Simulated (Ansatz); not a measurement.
# KMgF3: a short molecular-dynamics run

Aim: set KMgF3 (a distorted structure, 5 atoms, not relaxed) in motion for 30 steps of 1 fs under a Langevin thermostat and barostat at 300 K and 0 GPa, and see how temperature, energy and positions respond.

All numbers below are computed with Ansatz 0.2.0 (DFT PBE, plane waves, PAW, scalar-relativistic, no spin polarisation).

### Step 1. The starting structure

The cell holds 5 atoms (F3KMg): a = 4.019 Å, b = 3.984 Å, c = 4.121 Å, α = 89.84°, β = 92.07°, γ = 88.39°.

Structure file:

```
CELL_PARAMETERS angstrom
4.01747 0.05642 -0.07341
0.05642 3.98391 0.00631
-0.07341 0.00631 4.12072
ATOMIC_POSITIONS crystal
K 0.52583 0.50111 0.51246
Mg 0.01995 0.96955 0.00225
F 0.50367 0.00810 0.99575
F 0.00120 0.50707 0.97434
F 0.99220 0.97707 0.49696
```

### Step 2. Molecular dynamics

Contents of input.yaml:

```yaml
crystal:
  lattice:
    - [4.017467, 0.056419, -0.073414]
    - [0.056419, 3.983909, 0.006306]
    - [-0.073414, 0.006306, 4.120723]
  atoms:
    - { symbol: K, position: [0.525833, 0.501114, 0.512457] }
    - { symbol: Mg, position: [0.019952, 0.969546, 0.002254] }
    - { symbol: F, position: [0.503674, 0.008102, 0.995753] }
    - { symbol: F, position: [0.001199, 0.507067, 0.974342] }
    - { symbol: F, position: [0.992199, 0.977066, 0.496956] }
kpoints:
  mp_grid: { grid: [4, 4, 4] }
magnetization:
  spin_polarized: false
scf:
  occupations: { method: fermi_dirac, width: 0.1 }
hamiltonian:
  pseudopotentials: { kind: paw }
  xc: pbe
basis:
  ecutwfc: 420
md:
  timestep: 1.0
  n_steps: 30
  ensemble: npt_langevin
  temperature: 300.0
  initial_velocities: maxwell_boltzmann
  seed: 334278
  pressure: 0.0
```

Started as:

```
> ansatz run input.yaml --threads 2 --pin off --max-ram 2560MiB --backend cpu --events-out ev --progress --plain --runs-dir out
```

Log, shortened:

```text
Warning: md: disabling space-group detection — thermal motion breaks the input geometry's symmetry, so no spatial operation reduces the k-mesh or symmetrises the density; time reversal is kept, so that k and −k are solved as one point where they differ and the mesh holds both, and exact [...]
Warning: RAYON_NUM_THREADS=2 ignored (pool sized by the plan → 2); use --threads N
[...]
Pseudopotentials: kind: paw
Pseudopotential: K, paw, valence charge 9, recommended cutoff 420 eV (normal), K.paw.azcp
Pseudopotential: Mg, paw, valence charge 10, recommended cutoff 420 eV (normal), Mg.paw.azcp
Pseudopotential: F, paw, valence charge 7, recommended cutoff 420 eV (normal), F.paw.azcp
Functional definition: PBE
[...]
Crystal: 5 atoms, lattice volume = 65.918 Å³
Basis set: ecut = 420 eV (smoothed over ±3.0 %; plane waves to 437.0 eV, density to 1747.9 eV), 1359 PW (Γ), exchange–correlation on 60×60×60 points (8 copies of the dense FFT grid, shifted against one another)
Bands: 25, of which v1, the nominal top of the filled ones, is band 20 counted from 1 (19 counted from 0)
Symmetry: 1 space group operations
k-points: 36 of 64 (time reversal used)
[...]
SCF iter   1: F=—  HF=-5894.550024 eV  |F-HF|=—  |Δ(HF+E_count)|=         —  Δρ=5.31e-4  dr2=5.81e-5  ethr=1.77e-3  ⟨swp⟩=6.0  Hψ=4248  notcnv=0
[...]
md step     0: t =     0.00 fs  T =   240.0 K  F+E_penalty+E_count = -5894.54997762 eV  E_kin = 0.155112 eV  conserved = -5894.50314455 eV  P_inst = 2.4270 GPa  V = 65.9183 Å³  selection 1  (8 SCF iters)
[...]
md step     1: t =     1.00 fs  T =   246.8 K  F+E_penalty+E_count = -5894.55266568 eV  E_kin = 0.159486 eV  conserved = -5894.50315910 eV  P_inst = 2.4203 GPa  V = 65.9271 Å³  selection 1  (6 SCF iters)
[...]
md step     2: t =     2.00 fs  T =   250.6 K  F+E_penalty+E_count = -5894.55734847 eV  E_kin = 0.161982 eV  conserved = -5894.50317930 eV  P_inst = 2.3824 GPa  V = 65.9480 Å³  selection 1  (6 SCF iters)
```

### Step 3. More of the same log

The log, continued, shortened:

```text
[... from here on, the SCF cycles and remarks between the steps are left out ...]
md step     3: t =     3.00 fs  T =   237.3 K  F+E_penalty+E_count = -5894.56300430 eV  E_kin = 0.153378 eV  conserved = -5894.50318093 eV  P_inst = 2.2935 GPa  V = 65.9917 Å³  selection 1  (7 SCF iters)
[...]
md step    10: t =    10.00 fs  T =   271.0 K  F+E_penalty+E_count = -5894.60548221 eV  E_kin = 0.175153 eV  conserved = -5894.50325012 eV  P_inst = 1.4105 GPa  V = 66.6263 Å³  selection 1  (7 SCF iters)
[...]
md step    17: t =    17.00 fs  T =   228.1 K  F+E_penalty+E_count = -5894.60814873 eV  E_kin = 0.147431 eV  conserved = -5894.50320078 eV  P_inst = 0.8204 GPa  V = 67.1988 Å³  selection 1  (4 SCF iters)
[...]
  atom   1  K     -0.13698750     0.15143644    -0.20551469
  atom   2  Mg    -0.20492453    -0.88792256    -0.21325385
  atom   3  F      0.00598475    -0.16180500    -0.02364717
  atom   4  F     -0.06196054     0.93150989    -0.11722207
  atom   5  F      0.39785642    -0.03326056     0.55964902
[...]
--- Stress (GPa, compression-positive) ---
       -2.039789      -1.298838       1.308304
       -1.298837       0.340824      -0.417505
        1.308305      -0.417504      -2.632795
  P = ⅓ Tr σ = -1.4439 GPa (-14.439 kbar)
--- MD trajectory: 30 steps, t = 0.0 → 30.0 fs ---
  final state: T = 125.4 K   F+E_penalty+E_count = -5894.53753943 eV   E_kin = 0.081040 eV
  conserved energy: peak-to-peak 1.700e-4 eV (3.400e-5 eV/atom) over 30.0 fs
  cell: V = 69.9493 Å³ at the end; means of 31 rows, the approach among them: V = 67.3127 Å³, P_inst = 0.8929 GPa
  mean static stress (GPa): xx 0.6152  yy 1.9750  zz -0.6323  yz -0.1877  xz 1.4921  xy -1.1476
  the result is of one more SCF, on plane waves selected at the last cell: its energy does not rank with the rows'
```

Wall time 42 s (2 threads of Intel Xeon Platinum 8488C (Sapphire Rapids), shared host); peak memory 0.49 GiB.

### Step 4. The trajectory

One step in 2; energies are changes from step 0; msd is the mean square displacement from the start, the centre of mass held:

```csv
time (fs),T (K),potential energy change (meV/atom),conserved energy change (meV/atom),volume (Å³/atom),pressure (GPa),msd Mg (Å²),msd F (Å²),msd K (Å²)
0.0,240,0.0,0.00,13.18,2.4,0.000,0.000,0.000
2.0,251,-1.5,-0.01,13.19,2.4,0.000,0.000,0.000
4.0,252,-3.8,-0.01,13.21,2.2,0.000,0.001,0.000
6.0,294,-6.6,-0.02,13.25,2.0,0.001,0.001,0.000
8.0,314,-9.2,-0.03,13.29,1.7,0.002,0.002,0.001
10.0,271,-11.1,-0.02,13.33,1.4,0.002,0.004,0.001
12.0,327,-12.5,-0.03,13.36,1.2,0.004,0.005,0.002
14.0,304,-13.0,-0.03,13.39,1.0,0.006,0.007,0.002
16.0,220,-12.3,-0.01,13.42,0.9,0.008,0.008,0.003
18.0,208,-11.0,-0.01,13.46,0.7,0.010,0.010,0.003
20.0,204,-9.8,-0.01,13.51,0.5,0.013,0.011,0.004
22.0,236,-8.1,-0.02,13.59,0.3,0.016,0.013,0.004
24.0,187,-5.6,-0.01,13.67,-0.1,0.019,0.014,0.005
26.0,147,-3.1,-0.01,13.75,-0.4,0.022,0.016,0.006
28.0,137,-0.2,-0.02,13.87,-0.8,0.025,0.017,0.006
30.0,125,2.5,-0.01,13.99,-1.3,0.027,0.018,0.006
```

time (fs), T (K) and a bar:
```
      0.0        240 ##################
      1.0        247 ###################
      3.0        237 #################
      4.0        252 ###################
      5.0        285 ########################
      7.0        318 #############################
      8.0        314 ############################
      9.0        279 #######################
     10.0        271 ######################
     12.0        327 ##############################
     13.0        312 ############################
     14.0        304 ###########################
     16.0        220 ###############
     17.0        228 ################
     18.0        208 #############
     20.0        204 #############
     21.0        226 ################
     22.0        236 #################
     23.0        199 ############
     25.0        166 #######
     26.0        147 ####
     27.0        144 ####
     29.0        115 
     30.0        125 #
```

### Step 5. Positions and forces

Positions (Å) and forces (eV/Å):

```xyz
5
Lattice="4.021 0.056 -0.073 0.056 3.987 0.006 -0.073 0.006 4.124" Properties=species:S:1:pos:R:3:forces:R:3 pbc="T T T" time_fs=4.0 T=252 dE=-0.0191
K     2.107    2.020    2.086   -0.173   -0.095   -0.162
Mg    0.137    3.883    0.024   -0.492    1.195   -0.217
F     1.949    0.060    4.062    0.271   -0.066    0.035
F    -0.033    2.029    4.032    0.110   -1.181    0.205
F     3.990    3.969    1.953    0.285    0.147    0.138
5
Lattice="4.028 0.057 -0.074 0.057 3.994 0.006 -0.074 0.006 4.132" Properties=species:S:1:pos:R:3:forces:R:3 pbc="T T T" time_fs=8.0 T=314 dE=-0.0460
K     2.107    2.012    2.100   -0.172   -0.043   -0.169
Mg    0.133    3.909    0.034   -0.476    0.842   -0.356
F     1.951    0.056    4.068    0.229   -0.079   -0.019
F    -0.026    2.019    4.057    0.098   -0.816    0.120
F     3.979    3.989    1.929    0.320    0.096    0.424
5
Lattice="4.034 0.057 -0.074 0.057 4.000 0.006 -0.074 0.006 4.138" Properties=species:S:1:pos:R:3:forces:R:3 pbc="T T T" time_fs=11.0 T=290 dE=-0.0593
K     2.105    2.009    2.111   -0.167   -0.008   -0.179
Mg    0.130    3.934    0.035   -0.480    0.555   -0.408
F     1.949    0.057    4.069    0.250   -0.100   -0.051
F    -0.018    2.009    4.078    0.068   -0.509    0.055
F     3.973    4.003    1.914    0.329    0.062    0.582
5
Lattice="4.040 0.057 -0.074 0.057 4.006 0.006 -0.074 0.006 4.144" Properties=species:S:1:pos:R:3:forces:R:3 pbc="T T T" time_fs=15.0 T=263 dE=-0.0635
K     2.102    2.006    2.122   -0.163    0.036   -0.196
Mg    0.125    3.970    0.032   -0.489    0.134   -0.441
F     1.942    0.057    4.064    0.322   -0.132   -0.067
F    -0.004    1.990    4.096    0.006   -0.062   -0.008
F     3.967    4.016    1.899    0.324    0.023    0.712
5
Lattice="4.048 0.057 -0.074 0.057 4.014 0.006 -0.074 0.006 4.152" Properties=species:S:1:pos:R:3:forces:R:3 pbc="T T T" time_fs=19.0 T=207 dE=-0.0522
K     2.101    2.004    2.134   -0.166    0.075   -0.212
Mg    0.116    4.004    0.029   -0.448   -0.194   -0.437
F     1.938    0.053    4.061    0.333   -0.143   -0.075
F     0.005    1.978    4.115   -0.041    0.269   -0.062
F     3.962    4.031    1.889    0.323   -0.007    0.786
5
Lattice="4.058 0.057 -0.074 0.057 4.024 0.006 -0.074 0.006 4.162" Properties=species:S:1:pos:R:3:forces:R:3 pbc="T T T" time_fs=22.0 T=236 dE=-0.0403
K     2.100    2.005    2.143   -0.162    0.103   -0.218
Mg    0.108    4.035    0.024   -0.381   -0.439   -0.386
F     1.943    0.054    4.061    0.276   -0.161   -0.064
F     0.010    1.969    4.133   -0.062    0.520   -0.091
F     3.963    4.045    1.891    0.330   -0.024    0.759
5
Lattice="4.075 0.057 -0.074 0.057 4.041 0.006 -0.074 0.006 4.179" Properties=species:S:1:pos:R:3:forces:R:3 pbc="T T T" time_fs=26.0 T=147 dE=-0.0154
K     2.101    2.008    2.154   -0.152    0.136   -0.217
Mg    0.099    4.077    0.018   -0.299   -0.715   -0.308
F     1.955    0.059    4.064    0.163   -0.179   -0.041
F     0.016    1.963    4.156   -0.072    0.798   -0.109
F     3.964    4.067    1.899    0.360   -0.041    0.674
5
Lattice="4.098 0.058 -0.075 0.058 4.064 0.006 -0.075 0.006 4.203" Properties=species:S:1:pos:R:3:forces:R:3 pbc="T T T" time_fs=30.0 T=125 dE=0.0124
K     2.106    2.019    2.167   -0.137    0.151   -0.206
Mg    0.090    4.120    0.013   -0.205   -0.888   -0.213
F     1.977    0.058    4.079    0.006   -0.162   -0.024
F     0.020    1.968    4.185   -0.062    0.932   -0.117
F     3.971    4.093    1.915    0.398   -0.033    0.560
```

### Step 6. Results

```
                              quantity                          value
                                length               30 steps of 1 fs
      temperature, first and last step                  240 and 125 K
              temperature, second half  mean 188 K, from 115 to 263 K
         potential energy, second half     -6 meV/atom from the start
largest change of the conserved energy                  0.03 meV/atom
           volume, first and last step        13.18 and 13.99 Å³/atom
 mean square displacement, second half  Mg 0.017, F 0.013, K 0.004 Å²
```

**Reading.** Against a set 300 K the second half averages 188 K, going from 263 to 125 K over that half. The conserved energy strays from its start by at most 0.03 meV/atom, 0.1 % of the mean kinetic energy, so a step of 1 fs is short enough over this time. The farthest move is 0.17 Å, against a mean nearest distance of 2.0 Å at the start: no atom has changed site so far. The volume changes by +6.1 % from first to last step, and is still moving at the end, so it is no equilibrium value. 30 fs on 5 atoms is far too short and small for converged averages.
